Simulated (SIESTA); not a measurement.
## Sb in SIESTA: convergence with Tolerance

The system is Sb.

```xyz
2
Lattice="2.1542 1.2437 3.7580 -2.1542 1.2437 3.7580 0.0000 -2.4875 3.7580" Properties=species:S:1:pos:R:3 pbc="T T T"
Sb    0.0271   -0.0085    8.5965
Sb    0.0487    0.0409    2.6298
```

The cell isn't the ideal one: atoms moved at random, drawn with an rms of 0.05 Å.

| Item | Value |
| --- | --- |
| Program | SIESTA 5.4.2 |
| Task | single point |
| Functional | PBE |
| Potentials or basis | PseudoDojo 0.4 standard (PBE files) |
| Basis | DZP (energy shift 0.003 Ry; two zetas on semicore shells) |
| Grid cutoff | 500 Ry |
| Energy shift | 0.003 Ry |
| k mesh | 6 × 6 × 6 |
| Occupations | fermi-dirac, width 0.05 eV |
| Spin | no spin polarisation |

These are the settings of the first run; the series varies Tolerance, with any setting tied to it.

Hardware: 1 thread of Intel(R) Xeon(R) Platinum 8259CL CPU @ 2.50GHz (Skylake/Cascade Lake) (shared host).

```
Tolerance  energy less the tightest run, at zero smearing (meV/atom)  largest force (eV/Å)  SCF cycles  CPU time (s)  peak memory (GiB)
      0.1                                                       7.96                 0.150           2            20               0.26
     0.01                                                       0.00                 0.160           4            25               0.26
    0.001                                                       0.00                 0.160           6            30               0.26
   0.0001                                                       0.00                 0.160           7            34               0.26
    1e-05                                                       0.00                 0.160           8            35               0.26
    1e-06                                                       0.00                 0.160          10            41               0.27
```

Against the tightest run, the energy stays within 1 meV/atom from 0.01 on; the largest force stays within 0.005 eV/Å from 0.01 on. The tightest run that finished is the yardstick and may itself not be fully converged.

Caveat, for the tightest run too: the basis of atomic orbitals isn't converged, which shifts pressures, moduli and gaps. Spin-orbit coupling is left out, which matters for the levels of Sb.
